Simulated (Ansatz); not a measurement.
**Au under changes of volume**

One of the cells (16.855 Å³/atom); the others are scaled copies at fixed shape and fractional positions:

```
Au
1.0
     0.00000    2.03500    2.03500
     2.03500    0.00000    2.03500
     2.03500    2.03500    0.00000
Au
1
Direct
  0.00000 0.00000 0.00000
```

| Item | Value |
| --- | --- |
| Program | Ansatz 0.2.0 |
| Functional | PBE |
| Potentials or basis | Ansatz PAW |
| Cutoff | 420 eV (not typed: the program's choice for these potentials) |
| k mesh | 11 × 11 × 11 |
| Occupations | fermi-dirac, width 0.05 eV |
| Spin | no spin polarisation |

```tsv
volume (Å³/atom)	energy over the lowest point (meV/atom)	pressure (GPa)
15.843	146.64	25.5
16.181	98.83	19.9
16.518	?	?
16.855	34.67	10.8
17.192	15.91	7.0
17.529	4.65	3.7
17.866	0.00	0.7
```

Problem. What does the run at 16.518 Å³/atom give?

Solution. Energy over the lowest point 61.93 meV/atom; pressure 15.1 GPa.

Worked out: A Birch-Murnaghan fit of order 3 (a polynomial in V^(-2/3)) to the other rows has its minimum at 17.96 Å³/atom, just outside them, with B0 = V·E''(V) = 144 GPa and B' = 5.5. It gives 61.96 meV/atom at 16.518 Å³/atom, against the run's 61.93, and -dE/dV = 15.1 GPa, against 15.1.

Energies are extrapolated to zero smearing.
